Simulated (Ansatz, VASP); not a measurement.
## Two plane-wave programs on Cd

```
Cd
1.0
     0.00000    2.21815    2.21815
     2.21815    0.00000    2.21815
     2.21815    2.21815    0.00000
Cd
1
Direct
  0.00000 0.00000 0.00000
```

This isn't the form of Cd at room conditions, which is hcp.

Alike in both runs: task single point; functional PBEsol; k mesh 8 × 8 × 8; occupations gaussian, width 0.1 eV; no spin polarisation.

|  | VASP | Ansatz |
| --- | --- | --- |
| version | VASP 6.6.1 | Ansatz 0.2.0 |
| potentials or method | VASP PAW PBE potentials, release 64 (Cd) | scalar-relativistic, plane waves, PAW |
| plane-wave cutoff (eV) | 520 | 420 |
| valence electrons in the cell | 12 | 20 |

|  | VASP | Ansatz | Ansatz less VASP |
| --- | --- | --- | --- |
| gap on the k mesh at the Fermi level (eV) | none | none | - |
| pressure (GPa) | -1.7 | -2.0 | -0.32 |

A gap of «none» marks a metal or a gap that the smearing closes. The two sets of potentials don't hold the same shells in valence.

Caveats: the PAW data sets were made with another functional, which shifts forces and pressure a little (VASP).
